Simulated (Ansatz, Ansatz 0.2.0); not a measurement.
# Lattice constants of CaTcO₃ from a cell relaxation: notes against a deadline

*A beginner's notebook, kept as written. Several of its settings and conclusions are unsound; a review follows at the end.*

## The measurement

CaTcO₃ is an orthorhombic perovskite, space group Pnma, with 20 atoms in the cell. The numbers I have to reproduce are the three cell edges at room temperature: a = 5.5327 Å, b = 7.7224 Å and c = 5.4112 Å. They come from the diffraction refinement behind a database structure (2011, Crystallography Open Database entry 4105629). The sample is not stated. The same structure is also where my calculations start, so the code begins at the answer and I will see whether it stays there.

| compared with | measured | source's wording or label | T (K) | method |
| --- | --- | --- | --- | --- |
| a (Å) | 5.5327 | value in the starting structure | room temperature | diffraction refinement behind the database entry |
| b (Å) | 7.7224 | value in the starting structure | room temperature | diffraction refinement behind the database entry |
| c (Å) | 5.4112 | value in the starting structure | room temperature | diffraction refinement behind the database entry |

Conditions are those given with the value in the passage it was taken from; "not stated" means there, and the paper may say more elsewhere.

## Model and target

I need three cell edges out of the code, and soon. The plan is to load the database structure, let the cell and the atoms relax, and compare a, b and c with the measured ones. I will call it good if each edge is within 0.02 Å. I have no deep reason for that figure; it looks tight enough to put in a table. If the first run gets there, I stop. If not, I change settings until it does.

System: CaTcO3, orthorhombic perovskite; Pnma (No. 62), 20 atoms in the primitive cell; the database structure is a diffraction structure: a = 5.533 Å, b = 7.722 Å, c = 5.411 Å.

## 1. First try with PBEsol

I picked PBEsol because the name says it is for solids, and this is a solid. For the cutoff I remember 500 as a normal number, so I typed 500 in the cutoff line and left the rest alone. I expect the cell to hardly move, since it starts from the measured structure.

**Run 1.** Ansatz 0.2.0: PBEsol, cell and atoms relaxed from the database structure, cutoff 500 eV, 6x4x6 k mesh, Gaussian smearing 0.1 eV; cutoff typed as ecutwfc_ry: 500.

Key lines of the input:
```
crystal:
  # lattice and atoms
kpoints:
  mp_grid: { grid: [6, 4, 6] }
hamiltonian:
  xc: pbesol
scf:
  occupations: { method: gaussian, width: 0.1 }
output:
  stress: true
relax:
  adjacent_minimum: "off"
  max_steps: 60
  cell: { stress_tol: 0.03 }
basis:
  ecutwfc_ry: 500
```

Command:
```
ansatz run input.yaml --threads 8 --pin off --max-ram 32768MiB --backend cpu --events-out ev --progress --plain --runs-dir out
```

Selected lines of the output:
```
Error: YAML parse error: error: line 43 column 3: unknown field `ecutwfc_ry`, expected one of ecutwfc, ecutrho_ratio, smooth_cutoff_half_width, xc_grid, low_memory, fft_grid_basis [...]
  --> <input>:43:3
   |
41 |   cell: { stress_tol: 0.03 }
42 | basis:
43 |   ecutwfc_ry: 500
   |   ^ unknown field `ecutwfc_ry`, expected one of ecutwfc, ecutrho_ratio, smooth_cutoff_half_w
```

Input refused; 8 cores of Arm Neoverse V1, shared host.

The program threw the input out before calculating anything. It does not know the field `ecutwfc_ry` and wants one called `ecutwfc`. I was sure I had seen the longer name somewhere. A program this fussy about a name could at least have guessed what I meant. No lattice constants yet.

## 2. Same functional, lower cutoff to save time

I have lost a turn and want a number quickly. I am correcting the field name and, while I am there, going down to 350 eV, because a lower cutoff runs faster. The PAW set is the one called soft_2, which suits me, since soft ones are supposed to be cheap. The functional stays PBEsol. I don't expect the cutoff to matter much for a length; it sounds like something for energies.

**Run 2.** Ansatz 0.2.0: PBEsol, cell and atoms relaxed from the database structure, PAW set soft_2, cutoff 350 eV, 6x4x6 k mesh, Gaussian smearing 0.1 eV.

Key lines of the input, as changed from run 1:
```diff
+ basis:
+   ecutwfc: 350.0
- basis:
-   ecutwfc_ry: 500
```

Selected lines of the output:
```
relax step   1: F+E_penalty+E_count = -35265.81939710 eV  [...]  P = -5.406 GPa  Ω = 231.197 Å³  (11 SCF iters, dr2 threshold 1.00e-7 eV, accepted)
relax step  22: F+E_penalty+E_count = -35266.00973847 eV  [...]  P = -0.001 GPa  Ω = 224.334 Å³
  cell:  # Å, volume = 224.3335 Å³
    - [5.546456171022039, 0.0, 0.0]
    - [0.0, 7.618658617473049, 0.0]
    - [0.0, 0.0, 5.308845921564159]
```

Converged; 4.6 min, same machine. Warnings: cutoff_below_recommended.

| quantity | run 2 | measured | deviation |
| --- | --- | --- | --- |
| a (Å) | 5.5465 | 5.5327 | +0.0138 (+0.2 %) |
| b (Å) | 7.6187 | 7.7224 | −0.1037 (−1.3 %) |
| c (Å) | 5.3088 | 5.4112 | −0.1024 (−1.9 %) |
| conventional cell volume (Å³) | 224.33 |  |  |

Now I have numbers. Edge a is 0.0138 Å too long, which is inside my 0.02 Å. But b and c are both about 0.10 Å too short, so two out of three fail. The pressure at the end is practically zero, so the program thinks it is finished, and I take that to mean the calculation itself is fine. There is a warning that the cutoff is below the recommended one, but I still don't see a cutoff moving an edge by a tenth of an ångström. I blame PBEsol: it makes the cell too small.

## 3. A functional that gives bigger cells

I need b and c longer, so I want a functional that stretches things. I have read that BLYP tends to give long bonds, so I am switching to that. I am also deleting the cutoff line, so the program uses its own default and stops warning me. I expect b and c to come up by about the missing tenth, and I hope a stays where it is.

**Run 3.** Ansatz 0.2.0: BLYP, cell and atoms relaxed from the database structure, PAW set soft_2, cutoff 500 eV (default), 6x4x6 k mesh, Gaussian smearing 0.1 eV.

Key lines of the input, as changed from run 1:
```diff
  hamiltonian:
-   xc: pbesol
+   xc: blyp
- basis:
-   ecutwfc_ry: 500
```

Selected lines of the output:
```
relax step   1: F+E_penalty+E_count = -35782.83944630 eV  [...]  P = +7.726 GPa  Ω = 231.197 Å³  (10 SCF iters, dr2 threshold 1.00e-7 eV, accepted)
  cell:  # Å, volume = 239.9511 Å³
    - [5.65081718303313, 0.0, 0.0]
    - [0.0, 7.801442399780077, 0.0]
    - [0.0, 0.0, 5.442978684817495]
```

Converged; 4.2 min, same machine.

| quantity | run 3 | measured | deviation |
| --- | --- | --- | --- |
| a (Å) | 5.6508 | 5.5327 | +0.1181 (+2.1 %) |
| b (Å) | 7.8014 | 7.7224 | +0.0790 (+1.0 %) |
| c (Å) | 5.4430 | 5.4112 | +0.0318 (+0.6 %) |
| conventional cell volume (Å³) | 239.95 |  |  |

Now all three edges are too long, and a, which was fine before, is the worst at 0.1181 Å over. b went up by about 0.18 Å when I wanted about a tenth. Only c is anywhere near, and it still misses my 0.02 Å. So BLYP overshoots and PBEsol undershoots, and the measured cell sits somewhere between them.

## 4. Pulling the BLYP cell back in

There is a D3(BJ) switch that adds an attraction between the atoms, and an attraction should make the cell smaller. That is the direction I need, so I am turning it on and keeping BLYP. I hope it takes about a tenth off a and somewhat less off the other two. If it does, I can fill in the table and hand this over.

**Run 4.** Ansatz 0.2.0: BLYP+D3(BJ), cell and atoms relaxed from the database structure, PAW set soft_2, cutoff 500 eV (default), 6x4x6 k mesh, Gaussian smearing 0.1 eV.

Key lines of the input, as changed from run 3:
```diff
  hamiltonian:
+   dispersion: d3bj
```

Selected lines of the output:
```
relax step   1: F+E_penalty+E_count = -35793.96027408 eV  [...]  P = +0.068 GPa  Ω = 231.197 Å³  (10 SCF iters, dr2 threshold 1.00e-7 eV, accepted)
relax step   8: F+E_penalty+E_count = -35794.06284345 eV  [...]  P = -0.013 GPa  Ω = 230.039 Å³
relax step   9: F+E_penalty+E_count = -35794.06277526 eV  [...]  P = -0.013 GPa  Ω = 230.039 Å³
  cell:  # Å, volume = 230.0393 Å³
    - [5.591113741696161, 0.0, 0.0]
    - [0.0, 7.6875098200588345, 0.0]
    - [0.0, 0.0, 5.352023432792043]
```

Converged; 2.9 min, same machine.

| quantity | run 4 | measured | deviation |
| --- | --- | --- | --- |
| a (Å) | 5.5911 | 5.5327 | +0.0584 (+1.1 %) |
| b (Å) | 7.6875 | 7.7224 | −0.0349 (−0.5 %) |
| c (Å) | 5.3520 | 5.4112 | −0.0592 (−1.1 %) |
| conventional cell volume (Å³) | 230.04 |  |  |

The switch does shrink the cell, but not where I wanted it. Edge a came down by only 0.0597 Å and is still too long, while b and c lost more than that and are now too short. None of the three is within 0.02 Å. The volume looks much better: 230.039 Å³ against 231.197 Å³ for the structure I started from. If nothing else works, I can report the volume.

## 5. Warming up PBEsol

PBEsol at least had a right, so I am going back to it, with the default cutoff this time. The measurement was made at room temperature and my runs have no heat in them, and warm things expand. The smearing can be set to Fermi-Dirac, which I remember has a temperature in it, so I am using that and raising the width from 0.1 to 1 eV to get a clear effect. I expect b and c to grow towards the measured values.

**Run 5.** Ansatz 0.2.0: PBEsol, cell and atoms relaxed from the database structure, PAW set soft_2, cutoff 500 eV (default), 6x4x6 k mesh, Fermi-Dirac smearing 1 eV.

Key lines of the input, as changed from run 1:
```diff
  scf:
-   occupations: { method: gaussian, width: 0.1 }
+   occupations: { method: fermi_dirac, width: 1.0 }
  relax:
-   max_steps: 60
+   max_steps: 30
- basis:
-   ecutwfc_ry: 500
```

Selected lines of the output:
```
relax step   1: F+E_penalty+E_count = -35281.77269892 eV  [...]  P = +3.303 GPa  Ω = 231.197 Å³  (10 SCF iters, dr2 threshold 1.00e-7 eV, accepted)
  cell:  # Å, volume = 234.4153 Å³
    - [5.619575189839443, 0.0, 0.0]
    - [0.0, 7.736425235370682, 0.0]
    - [0.0, 0.0, 5.391903274901369]
```

Converged; 2.6 min, same machine.

| quantity | run 5 | measured | deviation |
| --- | --- | --- | --- |
| a (Å) | 5.6196 | 5.5327 | +0.0869 (+1.6 %) |
| b (Å) | 7.7364 | 7.7224 | +0.0140 (+0.2 %) |
| c (Å) | 5.3919 | 5.4112 | −0.0193 (−0.4 %) |
| conventional cell volume (Å³) | 234.42 |  |  |

This is the best so far. Edge b is 0.0140 Å over and c is 0.0193 Å under, so both are inside my 0.02 Å. The heat did what I wanted: compared with the first PBEsol cell, b and c have both grown by about a tenth. The trouble is a, which was fine in that run and is now 0.0869 Å too long. It seems I can have a right, or b and c right, but not all three. I am starting to wonder whether the measured a is any good.

## 6. The dispersion switch again, on PBEsol

Only a is left to fix, and it has to come down. The D3(BJ) switch took some length off a with BLYP, so I am trying it with PBEsol. I am putting the smearing back to Gaussian at 0.1 eV, because the heat is what made a too long. I hope a drops into range and b and c stay close to where they are now. After this one I have to write something down.

**Run 6.** Ansatz 0.2.0: PBEsol+D3(BJ), cell and atoms relaxed from the database structure, PAW set soft_2, cutoff 500 eV (default), 6x4x6 k mesh, Gaussian smearing 0.1 eV.

Key lines of the input, as changed from run 4:
```diff
  hamiltonian:
-   xc: blyp
+   xc: pbesol
```

Selected lines of the output:
```
relax step   1: F+E_penalty+E_count = -35272.69223899 eV  [...]  P = -9.055 GPa  Ω = 231.197 Å³  (11 SCF iters, dr2 threshold 1.00e-7 eV, accepted)
  cell:  # Å, volume = 220.1854 Å³
    - [5.523161992202995, 0.0, 0.0]
    - [0.0, 7.573169883302532, 0.0]
    - [0.0, 0.0, 5.264086069876341]
```

Converged; 2.6 min, same machine.

| quantity | run 6 | measured | deviation |
| --- | --- | --- | --- |
| a (Å) | 5.5232 | 5.5327 | −0.0095 (−0.2 %) |
| b (Å) | 7.5732 | 7.7224 | −0.1492 (−1.9 %) |
| c (Å) | 5.2641 | 5.4112 | −0.1471 (−2.7 %) |
| conventional cell volume (Å³) | 220.19 |  |  |

Edge a did drop into range, 0.0095 Å under the measured value. But b and c collapsed and are now both nearly 0.15 Å too short, worse than in any run before. So the switch fixes the one edge and ruins the other two, and I am back to one out of three. It seems every setting that brings a down drags b and c down with it. I have no more patience for this and the table is due, so I am going back to the warmed-up PBEsol cell, which had two edges right, and leaving it there.

## Collected results

| run | settings | a (Å) | b (Å) | c (Å) | mean abs. dev. (%) | cost | status |
| --- | --- | --- | --- | --- | --- | --- | --- |
| 1 | PBEsol, cutoff 500 eV, Gaussian smearing 0.1 eV, cutoff typed as ecutwfc_ry: 500 | – | – | – |  | – | input refused |
| 2 | PBEsol, PAW set soft_2, cutoff 350 eV, Gaussian smearing 0.1 eV | 5.5465 | 7.6187 | 5.3088 | 1.2 | 37 core-min |  |
| 3 | BLYP, PAW set soft_2, cutoff 500 eV (default), Gaussian smearing 0.1 eV | 5.6508 | 7.8014 | 5.4430 | 1.2 | 33 core-min |  |
| 4 | BLYP+D3(BJ), PAW set soft_2, cutoff 500 eV (default), Gaussian smearing 0.1 eV | 5.5911 | 7.6875 | 5.3520 | 0.9 | 23 core-min |  |
| 5 | PBEsol, PAW set soft_2, cutoff 500 eV (default), Fermi-Dirac smearing 1 eV | 5.6196 | 7.7364 | 5.3919 | 0.7 | 21 core-min |  |
| 6 | PBEsol+D3(BJ), PAW set soft_2, cutoff 500 eV (default), Gaussian smearing 0.1 eV | 5.5232 | 7.5732 | 5.2641 | 1.6 | 21 core-min |  |
|  | measured | 5.5327 | 7.7224 | 5.4112 |  |  |  |

## State of play

I am handing over the PBEsol cell with the Fermi-Dirac smearing at 1 eV: a = 5.6196 Å, b = 7.7364 Å, c = 5.3919 Å. Edges b and c are within my 0.02 Å. Edge a is not; it is 0.0869 Å too long. The mean deviation is 0.7 %, the lowest in the table, so this is the row I can defend.

I put the good result down to the heat. The measurement was made at room temperature, and once I gave the calculation some temperature, b and c came out right. For a I suspect the measured value, since the entry doesn't even say what the sample was. I will put a footnote on it.

What I take from this for next time is to turn the smearing up from the start when the data are from room temperature, and to leave the dispersion switch alone with PBEsol, because it ruins b and c. The cutoff I would leave at the default, mainly because then the program doesn't complain. The table goes out today.

## Review

Further runs made for the review:

| reviewer's run | settings | a (Å) | b (Å) | c (Å) | mean abs. dev. (%) | cost |
| --- | --- | --- | --- | --- | --- | --- |
| R1 | PBEsol, PAW set soft_2, cutoff 500 eV (default), 6x4x6 k mesh, Gaussian smearing 0.1 eV | 5.5444 | 7.6168 | 5.3057 | 1.2 | 23 core-min |
| R2 | PBEsol, PseudoDojo norm-conserving pseudopotentials, cutoff 1143 eV (default), 6x4x6 k mesh, Gaussian smearing 0.1 eV | 5.5404 | 7.6130 | 5.3030 | 1.2 | 89 core-min |
| R3 | PBEsol, PAW set soft_2, cutoff 500 eV (default), 8x6x8 k mesh, Gaussian smearing 0.1 eV | 5.5432 | 7.6202 | 5.3046 | 1.2 | 47 core-min |
|  | measured | 5.5327 | 7.7224 | 5.4112 |  |  |

The fault running through the notebook is that settings are chosen to move the edges towards the measurement. Starting from the measured structure does not hold the cell there, as relaxation seeks the model's own minimum.

Run 1 failed on an unknown keyword, and the error message named the right one. Refusing was safer than guessing: 500 read as rydbergs would be roughly 7000 eV.

Run 2 ignored the cutoff warning. Zero pressure shows only that the relaxation finished, not that the basis is adequate. My R1, PBEsol at the default cutoff, gives a = 5.5444, b = 7.6168 and c = 5.3057 Å, so the low cutoff shifted each edge by only about 0.003 Å or less. The beginner rightly doubted that it explained the missing tenth, but should have checked. It saved nothing either: 37 core-minutes against 23 for R1.

Blaming PBEsol was premature, because every run omits spin polarisation. CaTcO₃ is an antiferromagnet well above room temperature, so the non-magnetic state is the wrong ground state.

Run 3 chose BLYP, a poor choice for lattice constants of solids, because it lengthens bonds. The measured cell does not lie between runs 2 and 3: both make a too long. In run 4 the dispersion correction brings the volume close by chance, as a too long edge offsets two short ones. Reporting only the volume would hide this.

Run 5 is the most serious mistake. A Fermi-Dirac width of 1 eV means electrons at roughly 12,000 K, whereas room temperature is about 0.025 eV, and thermal expansion comes from atomic vibrations, which smearing does not supply. Against R1, the changed smearing alone lengthens a by 0.0752, b by 0.1196 and c by 0.0862 Å. The agreement in b and c is therefore chance, and the error in a is no reason to doubt the measured value.

Run 6 rightly restored the smearing and recognised that it had stretched a. But the dispersion correction neither fixed a nor caused most of the fall in b and c. Against R1, it shortens them by 0.0212, 0.0436 and 0.0416 Å respectively; the rest of the fall from run 5 comes from removing the electronic heat. Leaving the correction off PBEsol is sensible, though not for the reason given.

The 0.02 Å target has no basis and is tighter than such functionals can generally promise. The lowest mean deviation does not make run 5 defensible; R1 should replace it in the table, with the missing magnetism stated.

R1, R2 with different pseudopotentials and R3 with a denser k mesh agree within 0.01 Å on every edge. R1 puts a only 0.0117 Å too long, but b and c about 0.106 Å too short. a meets the target; b and c miss it about five times over. The missing magnetic moments are the leading suspect, since local moments usually enlarge a cell, but this is untested here; an antiferromagnetic relaxation, at perhaps two or more times R1's cost, is the next step. Since all these runs share that omission, their agreement is no case against the measurement, although its sample is unstated.

[Logs are printed without paths, hosts, clocks, repeated set-up lines and the standing remarks that a program may print on its own settings, such as how far it seeks lower states.]

[The runs shown are a pick from a larger set of finished runs; failed, doubtful and other runs were left out of it ahead of writing. So were measured values far from every level or from commonly accepted values, and agreement can look better than it is. Lines of input and output are excerpts and may be shortened.]
